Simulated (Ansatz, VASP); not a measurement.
# Sb in VASP and in Ansatz

The input POSCAR:

```
Sb
1.0
    0.0000000000      2.3712425216      2.3712425216
    2.3712425216      0.0000000000      2.3712425216
    2.3712425216      2.3712425216      0.0000000000
Sb
1
Direct
    0.0000000000      0.0000000000      0.0000000000
```

The input INCAR.step1:

```
  PREC = Accurate
  ENCUT = 520
  ISMEAR = -1
  SIGMA = 0.05
  LREAL = False
  LASPH = True
  NELM = 150
  LNONCOLLINEAR = True
  MAGMOM = 0 0 0
  LSORBIT = True
  GGA_COMPAT = False
  NBANDS = 16
  GGA = PE
  ALGO = Normal
  EDIFF = 1E-4
  LWAVE = True
  LCHARG = False
```

INCAR.step2

```
  PREC = Accurate
  ENCUT = 520
  EDIFF = 1E-7
  ISMEAR = -1
  SIGMA = 0.05
  LREAL = False
  LASPH = True
  NELM = 150
  ALGO = Normal
  ISIF = 2
  LWAVE = False
  LCHARG = False
  LNONCOLLINEAR = True
  MAGMOM = 0 0 0
  LORBIT = 11
  LSORBIT = True
  GGA_COMPAT = False
  LORBMOM = True
  METAGGA = R2SCAN
  LMIXTAU = True
  NBANDS = 16
  ISTART = 1
```

File KPOINTS:

```
Automatic mesh
0
Gamma
  7 7 7
```

input.yaml

```yaml
crystal:
  lattice:
    - [0.0, 2.3712425216, 2.3712425216]
    - [2.3712425216, 0.0, 2.3712425216]
    - [2.3712425216, 2.3712425216, 0.0]
  atoms:
    - { symbol: Sb, position: [0.0, 0.0, 0.0] }
hamiltonian:
  xc: r2scan
  pseudopotentials: { kind: paw_fr }
magnetization:
  noncollinear: true
  spin_orbit: true
kpoints:
  mp_grid: { grid: [7, 7, 7] }
  band_path:
    path:
      - [[0.0, 0.0, 0.0], [0.5, 0.0, 0.5], [0.5, 0.25, 0.75], [0.375, 0.375, 0.75], [0.0, 0.0, 0.0], [0.5, 0.5, 0.5], [0.625, 0.25, 0.625], [0.5, 0.25, 0.75], [0.5, 0.5, 0.5], [0.375, 0.375, 0.75]]
      - [[0.625, 0.25, 0.625], [0.5, 0.0, 0.5]]
    npoints: 14
scf:
  occupations: { method: fermi_dirac, width: 0.05 }
  n_extra_bands: 6
output:
  forces: true
  stress: true
  eigenvalues: true
  fatbands: true
```

This isn't the form of Sb at room conditions, which is rhombohedral.

Alike in both runs: functional r2SCAN; k mesh 7 × 7 × 7; occupations fermi-dirac, width 0.05 eV; non-collinear spin, spin-orbit coupling.

|  | VASP | Ansatz |
| --- | --- | --- |
| version | VASP 6.6.1 | Ansatz 0.2.0 |
| potentials or method | VASP PAW PBE potentials, release 64 (Sb) | Ansatz PAW |
| plane-wave cutoff (eV) | 520 | 500 |
| valence electrons in the cell | 5 | 15 |
| task | single point | band structure |

Ansatz gave:

```
gap on the k mesh at the Fermi level (eV) : none
pressure (GPa)                            : 0.6
net moment per atom (μB)                  : 0.00
```

Question: Estimate VASP's values.

Answer: gap on the k mesh at the Fermi level (eV): none; pressure (GPa): 0.5; net moment per atom (μB): 0.00.

A gap of «none» marks a metal or a gap that the smearing closes. The two sets of potentials don't hold the same shells in valence.

Caveats: the PAW data sets were made with another functional, which shifts forces and pressure a little (VASP); the PAW data sets come from PBE, with cores solved anew for the run's functional, which leaves a small shift of forces and pressure (Ansatz).
